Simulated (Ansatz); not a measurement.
Consider Ta2O5 (Pmmm).

```xyz
7
Lattice="3.6770 0.0000 0.0000 0.0000 3.8970 0.0000 0.0000 0.0000 6.2170" Properties=species:S:1:pos:R:3 pbc="T T T"
Ta    1.8385    0.0000    3.1085
Ta    0.0000    0.0000    0.0000
O     0.0000    0.0000    1.9832
O     0.0000    0.0000    4.2338
O     1.8385    1.9485    3.1085
O     1.8385    0.0000    0.0000
O     0.0000    1.9485    0.0000
```

The cell and positions come from the Crystallography Open Database and are kept as given unless a step says otherwise. Spin-orbit coupling is left out unless a run names it. PAW set soft_2, made with PBE.

Gaps computed with Ansatz 0.2.0 without a self-energy: PBEsol 0.17 eV, PBE 0.21 eV, PBE+SOC 0.11 eV, HSE06 1.36 eV, PBE0 2.11 eV and DDH-PBE0 1.27 eV. The mean ε∞ by PBE perturbation theory is 6.84.

What gap should G0W0 on PBE give (4×4×4 mesh, 572 empty bands, screening to 200 eV, default PAW files)?

About 1.14 eV: on its mesh the run moves the gap from 0.19 eV by +0.95 eV. Among the scalar-relativistic levels given, DDH-PBE0 is nearest (+0.13 eV). One-shot corrections scale roughly with one over ε∞, here 0.15. Spin-orbit coupling is not in that value; its −0.10 eV at the PBE level would bring it to about 1.05 eV. Bands and cutoff are finite, so the gap is not at the basis limit. The miss can reach some tenths of an eV and take either sign; the mesh is an error of its own. The 4×4×4 mesh is coarse for this cell (its supercell is 15 Å along the shortest edge). The RPA ε∞ on it, from the PBE start, is 5.54, 6.79 and 9.77; such meshes misread the long-range screening, most where the gap is narrow. The many-body steps are scalar-relativistic: spin-orbit coupling is not in them.

[Paths, hosts, dates, memory and timing lines, banners, echoed tables and standing remarks are left out of the program output.]

[Logs are printed without paths, hosts, clocks, repeated set-up lines and the standing remarks that a program may print on its own settings, such as how far it seeks lower states.]

[Runs of the session that timed out or met a known fault of the program may be left out.]

[Cells called generated may have been cut or substituted from an entry of the Crystallography Open Database or the Materials Project.]

[Hosts, paths, dates, database ids (printed as entryN), source tags and the programs' standing remarks are cut or masked in the printed files.]
